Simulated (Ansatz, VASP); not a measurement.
**Two plane-wave programs on ZrB2**

```
CELL_PARAMETERS angstrom
3.17117 0.00000 0.00000
-1.58558 2.74631 0.00000
0.00000 0.00000 3.54230
ATOMIC_POSITIONS crystal
Zr 0.00000 0.00000 0.00000
B 0.33333 0.66667 0.50000
B 0.66667 0.33333 0.50000
```

Alike in both runs: functional PBE; k mesh 15 × 15 × 12; occupations gaussian, width 0.1 eV; no spin polarisation.

Ansatz relaxed the structure, and its values are those at the end. VASP's run is a single point on that final structure, the one shown.

|  | VASP | Ansatz |
| --- | --- | --- |
| version | VASP 6.6.1 | Ansatz 0.2.0 |
| potentials or method | VASP PAW PBE potentials, release 64 (Zr_sv, B) | scalar-relativistic, plane waves, PAW |
| plane-wave cutoff (eV) | 520 | 420 |
| valence electrons in the cell | 18 | 18 |

|  | VASP | Ansatz | Ansatz less VASP |
| --- | --- | --- | --- |
| gap on the k mesh at the Fermi level (eV) | none | none | - |
| pressure (GPa) | 0.1 | 0.0 | -0.14 |

A gap of «none» marks a metal or a gap that the smearing closes.
